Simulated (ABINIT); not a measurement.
Write the native input for ABINIT 10.8.3 (patched build) that does the following.

```
Task                : band structure
Functional          : LDA-PZ
Potentials or basis : JTH PAW LDA v2.0
Cutoff              : 544 eV
k mesh              : 9 × 9 × 9
Occupations         : fermi-dirac, width 0.05 eV
Spin                : collinear spin, ferromagnetic start
Starting moments    : [4.0, 0.0] μB
Fine-grid cutoff    : 1088.46 eV
```

The system is MnS.

```
Mn S
1.0
     0.00000    2.60450    2.60450
     2.60450    0.00000    2.60450
     2.60450    2.60450    0.00000
Mn S
1 1
Direct
  0.00000 0.00000 0.00000
  0.50000 0.50000 0.50000
```

The input as run:

run.abi

```
# Datasets: ground state, then fixed potential
ndtset 2

# Pseudopotentials
pp_dirpath "./"
pseudos "Mn.LDA_PW-JTH.xml, S.LDA_PW-JTH.xml"

# Structure
acell 6.9604645614 6.9604645614 6.9604645614
rprim
     0.0000000000     0.7071067812     0.7071067812
     0.7071067812     0.0000000000     0.7071067812
     0.7071067812     0.7071067812     0.0000000000
ntypat 2
znucl 25 16
natom 2
typat 1 2
xred
     0.0000000000     0.0000000000     0.0000000000
     0.5000000000     0.5000000000     0.5000000000

# Plane-wave basis
ecut 20.0
pawecutdg 40.0

# Exchange and correlation
ixc -1009

# Bands and occupations
occopt 3
tsmear 0.05 eV

# Spin
nsppol 2
spinat
     0.0000000000     0.0000000000     4.0000000000
     0.0000000000     0.0000000000     0.0000000000

# SCF cycle
nstep 100

# Output
iomode 3
prtwf 0
prteig 0
prtebands 0
enunit 1
prtden1 1

# Dataset 1
kptopt1 1
ngkpt1 9 9 9
nshiftk1 1
shiftk1 0.0 0.0 0.0
nband1 16
tolvrs1 1.0e-9

# Dataset 2: bands along G-X-W-K-G-L-U-W-L-K
iscf2 -2
getden2 1
nband2 20
nbdbuf2 2
tolwfr2 1.0e-12
kptopt2 -9
ndivsm2 8
prteig2 1
kptbounds2
     0.0000000000     0.0000000000     0.0000000000
     0.5000000000     0.0000000000     0.5000000000
     0.5000000000     0.2500000000     0.7500000000
     0.3750000000     0.3750000000     0.7500000000
     0.0000000000     0.0000000000     0.0000000000
     0.5000000000     0.5000000000     0.5000000000
     0.6250000000     0.2500000000     0.6250000000
     0.5000000000     0.2500000000     0.7500000000
     0.5000000000     0.5000000000     0.5000000000
     0.3750000000     0.3750000000     0.7500000000
```

Potentials or basis: JTH PAW LDA v2.0.

The run is started by

```bash
$ abinit run.abi > log 2>&1
```

It gave:

```json
{
 "Band gap on the k mesh": "none (metal or under the smearing width)",
 "Net moment": "4.50 μB per cell",
 "Site moments": "Mn +3.95; S +0.11 μB",
 "Valence electrons inside the program's atomic spheres": "Mn 13.01; S 3.56"
}
```

Caveat: a cell with one magnetic atom can't hold antiferromagnetic order, which such compounds often take; semilocal functionals often make such compounds metallic where correlation or magnetic order opens a gap, which also shifts bond lengths.

Run time: 2.8 min on 1 thread of Arm Neoverse V1 (shared host), peak memory 0.17 GiB.
